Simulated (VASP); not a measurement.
# ZnS (Wurtzite-2H) (P6_3mc) in VASP: notebook, part 2 of 2

VASP 6.6.1. The steps go on from the part before.

## 3. Relaxation of cell and atoms, revPBE+D3(BJ)

Input file INCAR:

```
SYSTEM = ZnS
PREC = Accurate
ENCUT = 600
EDIFF = 1E-6
ISMEAR = -1
SIGMA = 0.05
LREAL = .FALSE.
LASPH = .TRUE.
NELM = 100
ALGO = Normal
ISIF = 3
LWAVE = .FALSE.
LCHARG = .FALSE.
GGA = RE
IVDW = 12
IBRION = 2
NSW = 40
EDIFFG = -0.01
```

Input file KPOINTS:

```
Automatic mesh
0
G
  8 8 5
  0 0 0
```

Input file POSCAR:

```
ZnS
1.0
    3.8110000000      0.0000000000      0.0000000000
   -1.9055000000      3.3004228138      0.0000000000
    0.0000000000      0.0000000000      6.2340000000
Zn S
2 2
Direct
    0.6666666667      0.3333333333      0.5000000000
    0.3333333333      0.6666666667      0.0000000000
    0.6666666667      0.3333333333      0.8850000000
    0.3333333333      0.6666666667      0.3850000000
```

Potentials or basis: VASP PAW PBE potentials, release 64 (Zn, S).

Launch:

```sh
> cat potpaw_PBE.64/Zn/POTCAR potpaw_PBE.64/S/POTCAR > POTCAR
> mpirun -np 1 vasp_std > vasp.out
```

OUTCAR:

```text
SYSTEM = ZnS
   PREC = Accurate
   ENCUT = 600
   EDIFF = 1E-6
   ISMEAR = -1
   LREAL = .FALSE.
   LASPH = .TRUE.
   NELM = 100
   ISIF = 3
   GGA = RE
   IVDW = 12
   IBRION = 2
   NSW = 40
   EDIFFG = -0.01
 IVDW          = 12

 ion  position               nearest neighbor table
   1  0.667  0.333  0.500-   4 2.31   4 2.31   4 2.31   3 2.40
   2  0.333  0.667  0.000-   3 2.31   3 2.31   3 2.31   4 2.40
   3  0.667  0.333  0.885-   2 2.31   2 2.31   2 2.31   1 2.40
   4  0.333  0.667  0.385-   1 2.31   1 2.31   1 2.31   2 2.40

  LATTYP: Found a hexagonal cell.
 ALAT       =     3.8110000000
 C/A-ratio  =     1.6357911309

  Lattice vectors:

 A1 = (   3.8110000000,   0.0000000000,   0.0000000000)
 A2 = (  -1.9055000000,   3.3004228138,   0.0000000000)
 A3 = (   0.0000000000,   0.0000000000,   6.2340000000)

Analysis of symmetry for initial positions (statically):
=====================================================================
 Subroutine PRICEL returns:
 Original cell was already a primitive cell.

 Routine SETGRP: Setting up the symmetry group for a
 hexagonal supercell.

 Subroutine GETGRP returns: Found 12 space group operations
 (whereof  6 operations were pure point group operations)
 out of a pool of 24 trial point group operations.

The static configuration has the point symmetry C_3v.
 The point group associated with its full space group is C_6v.

Analysis of symmetry for dynamics (positions and initial velocities):
=====================================================================
 Subroutine PRICEL returns:
 Original cell was already a primitive cell.

 Routine SETGRP: Setting up the symmetry group for a
 hexagonal supercell.

 Subroutine GETGRP returns: Found 12 space group operations
 (whereof  6 operations were pure point group operations)
 out of a pool of 24 trial point group operations.

The dynamic configuration has the point symmetry C_3v.
 The point group associated with its full space group is C_6v.

 Subroutine INISYM returns: Found 12 space group operations
 (whereof  6 operations are pure point group operations),
 and found     1 'primitive' translations

----------------------------------------------------------------------------------------

                                     Primitive cell

  volume of cell :      78.4107

  direct lattice vectors                    reciprocal lattice vectors
     3.811000000  0.000000000  0.000000000     0.262398321  0.151495741  0.000000000
    -1.905500000  3.300422814  0.000000000     0.000000000  0.302991482  0.000000000
     0.000000000  0.000000000  6.234000000     0.000000000  0.000000000  0.160410651

  length of vectors
     3.811000000  3.811000000  6.234000000     0.302991482  0.302991482  0.160410651

  position of ions in fractional coordinates (direct lattice)
     0.666666667  0.333333333  0.500000000
     0.333333333  0.666666667  0.000000000
     0.666666667  0.333333333  0.885000000
     0.333333333  0.666666667  0.385000000

  ion indices of the primitive-cell ions
   primitive index   ion index
                 1           1
                 2           2
                 3           3
                 4           4

----------------------------------------------------------------------------------------

 KPOINTS: Automatic mesh

Automatic generation of k-mesh.
 Grid dimensions read from file:
 generate k-points for:    8    8    5

 Generating k-lattice:

  Cartesian coordinates                     Fractional coordinates (reciprocal lattice)
     0.032799790  0.018936968  0.000000000     0.125000000  0.000000000  0.000000000
     0.000000000  0.037873935  0.000000000     0.000000000  0.125000000  0.000000000
     0.000000000  0.000000000  0.032082130     0.000000000  0.000000000  0.200000000

  Length of vectors
     0.037873935  0.037873935  0.032082130

  Shift w.r.t. Gamma in fractional coordinates (k-lattice)
     0.000000000  0.000000000  0.000000000

 Subroutine IBZKPT returns following result:
 ===========================================

 Found     30 irreducible k-points:

 Following reciprocal coordinates:
            Coordinates               Weight
  0.000000  0.000000  0.000000      1.000000
  0.125000  0.000000  0.000000      6.000000
  0.250000  0.000000  0.000000      6.000000
  0.375000  0.000000  0.000000      6.000000
  0.500000  0.000000  0.000000      3.000000
  0.125000  0.125000  0.000000      6.000000
[... 16 lines left out ...]
  0.250000  0.000000  0.400000     12.000000
  0.375000  0.000000  0.400000     12.000000
 [... further k-points ...]
   k-points           NKPTS =     30   k-points in BZ     NKDIM =     30   number of bands    NBANDS=     22
   number of dos      NEDOS =    301   number of ions     NIONS =      4
   total plane-waves  NPLWV =  45000
   dimension x,y,z NGX =    30 NGY =   30 NGZ =   50
   dimension x,y,z NGXF=    60 NGYF=   60 NGZF=  100
   ions per type =               2   2
   NGX,Y,Z   is equivalent  to a cutoff of  13.09, 13.09, 13.33 a.u.
   NGXF,Y,Z  is equivalent  to a cutoff of  26.17, 26.17, 26.67 a.u.
 SYSTEM =  ZnS
   PREC   = accura    normal or accurate (medium, high low for compatibility)
   ISTART =      0    job   : 0-new  1-cont  2-samecut
   ICHARG =      2    charge: 1-file 2-atom 10-const
   ISPIN  =      1    spin polarized calculation?
   LNONCOLLINEAR =      F non collinear calculations
   LSORBIT =      F    spin-orbit coupling
   LASPH  =      T    aspherical Exc in radial PAW
   ENCUT  =  600.0 eV  44.10 Ry    6.64 a.u.   7.61  7.61 12.45*2*pi/ulx,y,z
   NELM   =    100;   NELMIN=  2; NELMDL= -5     # of ELM steps
   EDIFF  = 0.1E-05   stopping-criterion for ELM
   LREAL  =      F    real-space projection
   EDIFFG = -.1E-01   stopping-criterion for IOM
   NSW    =     40    number of steps for IOM
   IBRION =      2    ionic relax: 0-MD 1-quasi-New 2-CG
   NFREE  =      1    steps in history (QN), initial steepest desc. (CG)
   ISIF   =      3    stress and relaxation
   ISYM   =      2    0-nonsym 1-usesym 2-fastsym
   POTIM  = 0.5000    time-step for ionic-motion
   TEBEG  =    0.0;   TEEND  =   0.0 temperature during run
   PSTRESS=    0.0 pullay stress
   NELECT =      36.0000    total number of electrons
   NUPDOWN=      -1.0000    fix difference up-down
   EMIN   =  10.00;   EMAX   =-10.00  energy-range for DOS
   EFERMI =   0.00;   METHOD = LEGACY
   ISMEAR =    -1;   SIGMA  =   0.05  broadening in eV -4-tet -1-fermi 0-gaus
   EFERMI_NEDOS =   21; number of points for ismear=-14 and -15
   IALGO  =     38    algorithm
   IMIX   =      4    mixing-type and parameters
     AMIX     =   0.40;   BMIX     =  1.00
     AMIX_MAG =   1.60;   BMIX_MAG =  1.00
  volume/ion in A,a.u.               =      19.60       132.29
  Fermi-wavevector in a.u.,A,eV,Ry     =   1.262943  2.386617 21.701647  1.595026
  Thomas-Fermi vector in A             =   2.396326
   LORBIT       =      0    0 simple, 1 ext, 2 COOP (PROOUT), +10 PAW based schemes
   GGA     = RE    functional components
   LHFCALC =     F    Hartree Fock is set to
   AEXX    =    0.0000 exact exchange contribution
   IVDW    =    12    specifies the selected vdW correction
   LEPSILON=     F    determine dielectric tensor
   LRPA    =     F    only Hartree local field effects (RPA)
 conjugate gradient relaxation of ions
 non-spin polarized calculation
  energy-cutoff  :      600.00
  volume of cell :       78.41
 maximum number of plane-waves:      2643
   NGX = 15   NGY = 15   NGZ = 25

--------------------------------------- Ionic step        1  -------------------------------------------

 number of electron      36.0000045 magnetization

 Free energy of the ion-electron system (eV)
  ---------------------------------------------------
  ext. energy  EPLUGINS =         0.00000000
  ---------------------------------------------------
  free energy    TOTEN  =       -12.47918045 eV

  energy without entropy =      -12.47918045  energy(sigma->0) =      -12.47918045

------------------------ aborting loop because EDIFF is reached ----------------------------------------

 Edisp (eV)   -2.42774

 E8    (eV) :    -1.6227
[... 111 lines left out ...]
  FREE ENERGIE OF THE ION-ELECTRON SYSTEM (eV)
  ---------------------------------------------------
  free  energy   TOTEN  =       -14.9299979925 eV

  energy  without entropy=      -14.9299979925  energy(sigma->0) =      -14.92999799

[... ionic steps 4 to 7 ...]

--------------------------------------- Ionic step        8  -------------------------------------------

 number of electron      35.9999995 magnetization

------------------------ aborting loop because EDIFF is reached ----------------------------------------
[... 79 lines left out ...]
--------------------------------------- Ionic step       10  -------------------------------------------

 number of electron      35.9999993 magnetization

 Free energy of the ion-electron system (eV)
  ---------------------------------------------------
  ext. energy  EPLUGINS =         0.00000000
  ---------------------------------------------------
  free energy    TOTEN  =       -12.45286949 eV

  energy without entropy =      -12.45286949  energy(sigma->0) =      -12.45286949

 E-fermi :   3.4356     XC(G=0):  -9.5896

 val. band max:        2.4617238267   @ k =   0.0000   0.0000   0.0000
 cond. band min:       4.8762375715   @ k =   0.0000   0.0000   0.0000
 fundamental gap:      2.4145137449
 Fermi energy:         3.4356177365

 k-point     1 :       0.0000    0.0000    0.0000
  band No.  band energies     occupation
      1     -10.8853      2.00000
      2      -9.9183      2.00000
      3      -3.9702      2.00000
      4      -3.9472      2.00000
      5      -3.9472      2.00000
      6      -3.8589      2.00000
[... 589 lines left out ...]
     21       7.8338      0.00000
     22       8.3028      0.00000

 [... further k-points ...]

------------------------ aborting loop because EDIFF is reached ----------------------------------------

 Edisp (eV)   -2.48427

 E8    (eV) :    -1.6615
[... 27 lines left out ...]
  FREE ENERGIE OF THE ION-ELECTRON SYSTEM (eV)
  ---------------------------------------------------
  free  energy   TOTEN  =       -14.9371414198 eV

  energy  without entropy=      -14.9371414198  energy(sigma->0) =      -14.93714142

 reached required accuracy - stopping structural energy minimisation
```

OSZICAR:

```text
N       E                     dE             d eps       ncg     rms          rms(c)
DAV:   1     0.251247754929E+03    0.25125E+03   -0.19118E+04  1320   0.219E+03
[... 80 lines left out ...]
       N       E                     dE             d eps       ncg     rms          rms(c)
DAV:   1    -0.124535922544E+02    0.30258E-02   -0.34016E-02  1508   0.228E+00    0.224E-01
DAV:   2    -0.124529808023E+02    0.61145E-03   -0.44561E-03  1550   0.136E+00    0.923E-02
DAV:   3    -0.124528987328E+02    0.82069E-04   -0.25845E-04  1544   0.127E-01    0.458E-02
DAV:   4    -0.124528701848E+02    0.28548E-04   -0.29408E-05  1458   0.495E-02    0.178E-02
DAV:   5    -0.124528690469E+02    0.11378E-05   -0.54890E-06  1628   0.467E-02    0.688E-03
DAV:   6    -0.124528694859E+02   -0.43902E-06   -0.35053E-06  1120   0.200E-02
  10 F= -.14937141E+02 E0= -.14937141E+02  d E =-.906022E-04
```

CONTCAR:

```text
ZnS
   1.00000000000000
     3.7784788548294310    0.0000000000000000    0.0000000000000000
    -1.8892394274147155    3.2722586759226986    0.0000000000000000
     0.0000000000000000    0.0000000000000000    6.2178008483806924
  Zn              S
     2     2
Direct
     0.6666666667000030    0.3333333332999970    0.5059609782348611
     0.3333333332999970    0.6666666667000030    0.0059609782348609
     0.6666666667000030    0.3333333332999970    0.8790390217651369
     0.3333333332999970    0.6666666667000030    0.3790390217651372

  0.00000000E+00  0.00000000E+00  0.00000000E+00
  0.00000000E+00  0.00000000E+00  0.00000000E+00
  0.00000000E+00  0.00000000E+00  0.00000000E+00
  0.00000000E+00  0.00000000E+00  0.00000000E+00
```

It took 3.4 min on 1 thread of Intel Xeon 6975P-C (Granite Rapids), shared host; peak memory 0.24 GiB.

What came out:

| Item | Value |
| --- | --- |
| Free energy | -14.9371 eV |
| Relaxed volume | 19.22 Å³/atom |
| Relaxed cell | a = 3.778 Å, b = 3.778 Å, c = 6.218 Å, α = 90.00°, β = 90.00°, γ = 120.00° |
| Space group after relaxing (to 0.05 Å) | P6_3mc (No. 186) |
| Energy gained by relaxing | 7.6 meV/atom |
| Ionic steps | 10 |
| Pressure after relaxing | 0.0 GPa |
| Largest force after relaxing | 0.007 eV/Å |
| Band gap on the k mesh | 2.41 eV, direct |
| Dispersion energy per atom | -0.621 eV |

Forces on the atoms (eV/Å):
```
Zn   0.000  0.000 -0.007
Zn   0.000  0.000 -0.007
S    0.000  0.000  0.007
S    0.000  0.000  0.007
```

The path:
```csv
step,energy change (eV),largest force (eV/Å),pressure (GPa),volume (Å³)
1,0.0000,0.3339,-1.26,78.41
2,-0.0231,0.1039,0.28,76.67
3,-0.0231,0.1023,0.29,76.67
4,-0.0266,0.0540,0.04,76.88
5,-0.0288,0.0434,-0.39,77.29
6,-0.0301,0.0105,0.06,76.90
7,-0.0301,0.0173,-0.01,76.98
8,-0.0301,0.0187,-0.14,76.99
9,-0.0301,0.0180,-0.11,76.99
10,-0.0302,0.0071,-0.01,76.88
```

Final structure:
```cif
data_structure
_symmetry_space_group_name_H-M 'P 1'
_symmetry_Int_Tables_number 1
_cell_length_a 3.7785
_cell_length_b 3.7785
_cell_length_c 6.2178
_cell_angle_alpha 90.000
_cell_angle_beta 90.000
_cell_angle_gamma 120.000
_cell_volume 76.88
loop_
_atom_site_label
_atom_site_type_symbol
_atom_site_fract_x
_atom_site_fract_y
_atom_site_fract_z
_atom_site_occupancy
Zn1 Zn 0.66667 0.33333 0.50596 1
Zn2 Zn 0.33333 0.66667 0.00596 1
S1 S 0.66667 0.33333 0.87904 1
S2 S 0.33333 0.66667 0.37904 1
```

Caveat: the PAW data sets were made with another functional, which shifts forces and pressure a little.

## 4. Relaxation of cell and atoms, revPBE+D4

Input file INCAR:

```
SYSTEM = ZnS
PREC = Accurate
ENCUT = 600
EDIFF = 1E-6
ISMEAR = -1
SIGMA = 0.05
LREAL = .FALSE.
LASPH = .TRUE.
NELM = 80
ALGO = Normal
ISIF = 3
LWAVE = .FALSE.
LCHARG = .FALSE.
GGA = RE
IVDW = 13
IBRION = 2
NSW = 60
EDIFFG = -0.005
```

Input file KPOINTS:

```
regular mesh
0
G
  8 8 5
  0 0 0
```

POSCAR is that of step 3.

Launch:

```sh
> cat potpaw_PBE.64/Zn/POTCAR potpaw_PBE.64/S/POTCAR > POTCAR
> mpirun -np 1 vasp_std > vasp.out
```

Wall time 3.7 min (1 thread of Intel Xeon 6975P-C (Granite Rapids), shared host); peak memory 0.23 GiB.

It converged, with:

```
Free energy                            : -14.7403 eV
Relaxed volume                         : 19.28 Å³/atom
Relaxed cell                           : a = 3.784 Å, b = 3.784 Å, c = 6.219 Å, α = 90.00°, β = 90.00°, γ = 120.00°
Space group after relaxing (to 0.05 Å) : P6_3mc (No. 186)
Energy gained by relaxing              : 6.8 meV/atom
Ionic steps                            : 10
Pressure after relaxing                : 0.0 GPa
Largest force after relaxing           : 0.004 eV/Å
Band gap on the k mesh                 : 2.41 eV, direct
Dispersion energy per atom             : -0.570 eV
```

Forces on the atoms (eV/Å):
```
Zn   0.000  0.000  0.004
Zn   0.000  0.000  0.004
S    0.000  0.000 -0.004
S    0.000  0.000 -0.004
```

Step by step:
```tsv
step	energy change (eV)	largest force (eV/Å)	pressure (GPa)	volume (Å³)
1	0.0000	0.3300	-1.01	78.41
2	-0.0209	0.0989	0.15	77.01
3	-0.0210	0.0886	0.25	76.96
4	-0.0240	0.0481	0.02	77.14
5	-0.0263	0.0302	-0.24	77.46
6	-0.0271	0.0245	0.11	77.10
7	-0.0272	0.0093	-0.07	77.20
8	-0.0272	0.0089	-0.07	77.20
9	-0.0272	0.0002	0.06	77.07
10	-0.0272	0.0036	0.03	77.13
```

Final structure:
```
Zn S
1.0
     3.78414    0.00000    0.00000
    -1.89207    3.27716    0.00000
     0.00000    0.00000    6.21918
Zn S
2 2
Direct
  0.66667 0.33333 0.50566
  0.33333 0.66667 0.00566
  0.66667 0.33333 0.87934
  0.33333 0.66667 0.37934
```

Levels at points of the mesh, in eV from the valence-band top:
```
           k point  band 15  band 16  band 17  band 18  band 19  band 20  band 21  band 22
(0.00, 0.00, 0.00)    -0.92    -0.09     0.00     0.00     2.41     3.24     6.35     6.35
(0.50, 0.00, 0.00)    -3.35    -2.29    -1.73    -0.91     3.74     4.37     5.17     6.93
```

Caveat: the PAW data sets were made with another functional, which shifts forces and pressure a little. As with any semilocal functional, this revPBE gap is likely too small.

## 5. For comparison

An earlier run on the cell as given: functional PBEsol; potentials or basis VASP PAW PBE potentials, release 64 (Zn, S); cutoff 520 eV; k mesh 8 × 8 × 5; occupations fermi-dirac, width 0.05 eV; no spin polarisation.

- Pressure: -1.1 GPa
- Largest force: 0.309 eV/Å
- Band gap on the k mesh: 2.12 eV, direct

## 6. Summary

| task | level | cell | cutoff (eV) | ladder | gap on the mesh (eV) | pressure (GPa) | relaxed volume (Å³/atom) | largest force (eV/Å) |
| --- | --- | --- | --- | --- | --- | --- | --- | --- |
| relaxation of cell and atoms | revPBE+D3 | relaxed | 600 | - | 2.41 | 0.0 | 19.27 | - |
| relaxation of cell and atoms | revPBE+D3(BJ) | relaxed | 600 | - | 2.41 | 0.0 | 19.22 | 0.01 |
| relaxation of cell and atoms | revPBE+D4 | relaxed | 600 | - | 2.41 | 0.0 | 19.28 | - |
| single point | PBEsol | as given | 520 | free | 2.12 | -1.1 | - | 0.31 |

Alike in all rows: potentials or basis VASP PAW PBE potentials, release 64 (Zn, S); no spin polarisation; k mesh 8 × 8 × 5; smearing fermi-dirac 0.05 eV.

Caveats: the PAW data sets were made with another functional, which shifts forces and pressure a little.

Total energies depend on the potentials used, so only differences within one code and one set of settings carry meaning.
